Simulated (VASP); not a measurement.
# Sc in VASP: further runs

The runs below take Sc through single point, with PBE.

All numbers are computed with VASP 6.6.1; they aren't measurements. Logs are shortened: lines on timing, memory, paths and dates and some standing lists are left out, and cuts for length are marked.

## 1. The slab as given

The cell holds a slab with vacuum, 5 atoms: a = 3.211 Å, b = 3.211 Å, c = 28.487 Å, α = 90.00°, β = 90.00°, γ = 120.00°.

The slab is cut from a database's or a generator's crystal, which needn't be the stable form of the element.

## 2. Single point, PBE

Input file INCAR:

```
ALGO = Normal
DIPOL = 0.5 0.5 0.500
EDIFF = 1E-7
ENCUT = 460
GGA = PE
IDIPOL = 3
ISIF = 2
ISMEAR = 1
LASPH = True
LCHARG = False
LDIPOL = True
LREAL = False
LVACPOTAV = True
LVHAR = True
LWAVE = False
NBANDS = 40
NELM = 120
PREC = Accurate
SIGMA = 0.1
```

Input file KPOINTS:

```
k-points
0
Gamma
  12 12 1
```

Input file POSCAR:

```
Sc
1.0
    3.2109718934      0.0000000000      0.0000000000
   -1.6054859467      2.7807832305      0.0000000000
    0.0000000000      0.0000000000     28.4869902896
Sc
5
Direct
    0.6666666667      0.3333333333      0.3159336914
    0.3333333333      0.6666666667      0.4079668457
    0.0000000000      0.0000000000      0.5000000000
    0.6666666667      0.3333333333      0.5920331543
    0.3333333333      0.6666666667      0.6840663086
```

Potentials or basis: VASP PAW PBE potentials, release 64 (Sc_sv).

Started as:

```console
> cat potpaw_PBE.64/Sc_sv/POTCAR > POTCAR
> mpirun -np 1 vasp_std > vasp.out
```

OUTCAR:

```text
EDIFF = 1E-7
   ENCUT = 460
   GGA = PE
   ISIF = 2
   ISMEAR = 1
   LASPH = True
   LREAL = False
   NELM = 120
   PREC = Accurate

 Found     19 irreducible k-points:

 Following reciprocal coordinates:
            Coordinates               Weight
  0.000000  0.000000  0.000000      1.000000
  0.083333  0.000000  0.000000      6.000000
  0.166667  0.000000  0.000000      6.000000
  0.250000 -0.000000  0.000000      6.000000
  0.333333  0.000000  0.000000      6.000000
  0.416667 -0.000000  0.000000      6.000000
   k-points           NKPTS =     19   k-points in BZ     NKDIM =     19   number of bands    NBANDS=     40
   number of dos      NEDOS =    301   number of ions     NIONS =      5
   total plane-waves  NPLWV = 115200
   dimension x,y,z NGX =    24 NGY =   24 NGZ =  200
   dimension x,y,z NGXF=    48 NGYF=   48 NGZF=  400
   ions per type =               5
   NGX,Y,Z   is equivalent  to a cutoff of  12.43, 12.43, 11.67 a.u.
   NGXF,Y,Z  is equivalent  to a cutoff of  24.85, 24.85, 23.34 a.u.
 SYSTEM =  unknown system
   PREC   = accura    normal or accurate (medium, high low for compatibility)
   ISTART =      0    job   : 0-new  1-cont  2-samecut
   ICHARG =      2    charge: 1-file 2-atom 10-const
   ISPIN  =      1    spin polarized calculation?
   LNONCOLLINEAR =      F non collinear calculations
   LSORBIT =      F    spin-orbit coupling
   LASPH  =      T    aspherical Exc in radial PAW
   ENCUT  =  460.0 eV  33.81 Ry    5.81 a.u.   5.62  5.62 49.82*2*pi/ulx,y,z
   NELM   =    120;   NELMIN=  2; NELMDL= -5     # of ELM steps
   EDIFF  = 0.1E-06   stopping-criterion for ELM
   LREAL  =      F    real-space projection
   EDIFFG = 0.1E-05   stopping-criterion for IOM
   NSW    =      0    number of steps for IOM
   IBRION =     -1    ionic relax: 0-MD 1-quasi-New 2-CG
   NFREE  =      0    steps in history (QN), initial steepest desc. (CG)
   ISIF   =      2    stress and relaxation
   ISYM   =      2    0-nonsym 1-usesym 2-fastsym
   POTIM  = 0.5000    time-step for ionic-motion
   TEBEG  =    0.0;   TEEND  =   0.0 temperature during run
   PSTRESS=    0.0 pullay stress
   NELECT =      55.0000    total number of electrons
   NUPDOWN=      -1.0000    fix difference up-down
   EMIN   =  10.00;   EMAX   =-10.00  energy-range for DOS
   EFERMI =   0.00;   METHOD = LEGACY
   ISMEAR =     1;   SIGMA  =   0.10  broadening in eV -4-tet -1-fermi 0-gaus
   EFERMI_NEDOS =   21; number of points for ismear=-14 and -15
   IALGO  =     38    algorithm
   IMIX   =      4    mixing-type and parameters
     AMIX     =   0.40;   BMIX     =  1.00
     AMIX_MAG =   1.60;   BMIX_MAG =  1.00
  volume/ion in A,a.u.               =      50.87       343.30
  Fermi-wavevector in a.u.,A,eV,Ry     =   0.982605  1.856854 13.136598  0.965513
  Thomas-Fermi vector in A             =   2.113700
   LORBIT       =      0    0 simple, 1 ext, 2 COOP (PROOUT), +10 PAW based schemes
   GGA     = PE    functional components
   LHFCALC =     F    Hartree Fock is set to
   AEXX    =    0.0000 exact exchange contribution
   IVDW    =     0    specifies the selected vdW correction
   LEPSILON=     F    determine dielectric tensor
   LRPA    =     F    only Hartree local field effects (RPA)
 non-spin polarized calculation
 Methfessel and Paxton  Order N= 1 SIGMA  =   0.10
  energy-cutoff  :      460.00
  volume of cell :      254.36
 maximum number of plane-waves:      5751
 NGX is ok and might be reduce to    24
   NGX = 11   NGY = 11   NGZ = 99

 dipolmoment           0.000000      0.000000     -0.000000 electrons x Angstroem

 number of electron      54.9999987 magnetization

 dipolmoment           0.000000      0.000000      0.000000 electrons x Angstroem

 Free energy of the ion-electron system (eV)
  ---------------------------------------------------
  ext. energy  EPLUGINS =         0.00000000
  ---------------------------------------------------
  free energy    TOTEN  =       -29.59343205 eV

  energy without entropy =      -29.58395480  energy(sigma->0) =      -29.59027297

 E-fermi :   0.0435     XC(G=0):  -5.3395

 val. band max:        0.0402557261   @ k =   0.2500   0.1667   0.0000
 cond. band min:       0.0476361091   @ k =   0.4167   0.0833   0.0000
 fundamental gap:      0.0073803830
 Fermi energy:         0.0434989537

 k-point     1 :       0.0000    0.0000    0.0000
  band No.  band energies     occupation
      1     -49.6738      2.00000
      2     -49.6738      2.00000
      3     -49.2621      2.00000
      4     -49.1960      2.00000
      5     -49.1856      2.00000
      6     -28.3996      2.00000
[... 31 lines left out ...]
     38       1.7835     -0.00000
     39       1.7977     -0.00000

 k-point     2 :       0.0833    0.0000    0.0000
  band No.  band energies     occupation
      1     -49.6705      2.00000
      2     -49.6705      2.00000
      3     -49.2583      2.00000
      4     -49.1928      2.00000
      5     -49.1829      2.00000
      6     -28.3948      2.00000
[... 31 lines left out ...]
     38       1.8054     -0.00000
     39       1.8518     -0.00000

 k-point     3 :       0.1667    0.0000    0.0000
  band No.  band energies     occupation
      1     -49.6616      2.00000
      2     -49.6616      2.00000
      3     -49.2479      2.00000
      4     -49.1840      2.00000
      5     -49.1756      2.00000
      6     -28.3820      2.00000
[... 31 lines left out ...]
     38       1.9312     -0.00000
     39       2.0180     -0.00000

 k-point     4 :       0.2500   -0.0000    0.0000
  band No.  band energies     occupation
      1     -49.6494      2.00000
      2     -49.6494      2.00000
      3     -49.2334      2.00000
      4     -49.1719      2.00000
      5     -49.1657      2.00000
      6     -28.3655      2.00000
[... 31 lines left out ...]
     38       2.1452      0.00000
     39       2.2130      0.00000

 k-point     5 :       0.3333    0.0000    0.0000
  band No.  band energies     occupation
      1     -49.6372      2.00000
      2     -49.6371      2.00000
      3     -49.2188      2.00000
      4     -49.1598      2.00000
      5     -49.1559      2.00000
      6     -28.3650      2.00000
[... 31 lines left out ...]
     38       2.3780      0.00000
     39       2.3975      0.00000

 k-point     6 :       0.4167   -0.0000    0.0000
  band No.  band energies     occupation
      1     -49.6282      2.00000
      2     -49.6281      2.00000
      3     -49.2079      2.00000
      4     -49.1509      2.00000
      5     -49.1489      2.00000
      6     -28.4268      2.00000
[... 31 lines left out ...]
     38       2.4618      0.00000
     39       2.7813      0.00000

 [... further k-points ...]

 [bands above 39 left out]

------------------------ aborting loop because EDIFF is reached ----------------------------------------

  FORCE on cell =-STRESS in cart. coord.  units (eV):
  Direction    XX          YY          ZZ          XY          YZ          ZX
  --------------------------------------------------------------------------------------
  -------------------------------------------------------------------------------------
  Total        1.3384775      1.3384775      0.8996910      0.0000000      0.0000000      0.0000000
  in kB        8.4308518      8.4308518      5.6670071      0.0000000      0.0000000      0.0000000
  external PRESSURE =       7.5095702 kB  Pullay stress =       0.0000000 kB

 VOLUME and BASIS-vectors are now :
 -----------------------------------------------------------------------------
  energy-cutoff  :      460.00
  volume of cell :      254.36
      direct lattice vectors                 reciprocal lattice vectors
     3.210971893  0.000000000  0.000000000     0.311432187  0.179805457  0.000000000
    -1.605485947  2.780783230  0.000000000     0.000000000  0.359610914  0.000000000
     0.000000000  0.000000000 28.486990290     0.000000000  0.000000000  0.035103743

 POSITION                                       TOTAL-FORCE (eV/Angst)
 -----------------------------------------------------------------------------------
      1.60549      0.92693      9.00000         0.000000      0.000000      0.032202
     -0.00000      1.85386     11.62175         0.000000      0.000000     -0.248662
      0.00000      0.00000     14.24350         0.000000      0.000000     -0.000000
      1.60549      0.92693     16.86524        -0.000000      0.000000      0.248662
     -0.00000      1.85386     19.48699        -0.000000     -0.000000     -0.032202
 -----------------------------------------------------------------------------------
    total drift:                               -0.000000      0.000000      0.000000

  FREE ENERGIE OF THE ION-ELECTRON SYSTEM (eV)
  ---------------------------------------------------
  free  energy   TOTEN  =       -29.5934320529 eV

  energy  without entropy=      -29.5839547953  energy(sigma->0) =      -29.59027297

 vacuum level on the upper side and lower side of the slab         3.678         3.678
```

Run time: 7.7 min. Hardware: 1 thread of Intel Xeon Platinum 8375C at 2.90GHz (Ice Lake), shared host; peak memory 0.37 GiB.

The run converged, but some of its settings lie outside the range that counts as converged, so its numbers aren't taken as properties of the slab.

Results:

| Property | Result |
| --- | --- |
| Free energy | -29.5934 eV |
| Largest force | 0.249 eV/Å |
| Band gap on the k mesh | none (metal or under the smearing width) |
| Work function of the upper face | 3.63 eV |
| Work function of the lower face | 3.63 eV |

## 3. Single point, PBE

INCAR is that of step 2.

Input file KPOINTS:

```
k-points
0
Gamma
  15 15 1
```

POSCAR is that of step 2.

Potentials or basis: VASP PAW PBE potentials, release 64 (Sc_sv).

Started as:

```console
> cat potpaw_PBE.64/Sc_sv/POTCAR > POTCAR
> mpirun -np 1 vasp_std > vasp.out
```

Wall time 7.7 min (1 thread of Intel Xeon Platinum 8375C at 2.90GHz (Ice Lake), shared host); peak memory 0.4 GiB.

These settings aren't checked as converged: the numbers below hold their error.

What came out:

```yaml
Free_energy: -29.5941 eV
Largest_force: 0.247 eV/Å
Band_gap_on_the_k_mesh: none (metal or under the smearing width)
Work_function_of_the_upper_face: 3.63 eV
Work_function_of_the_lower_face: 3.63 eV
```
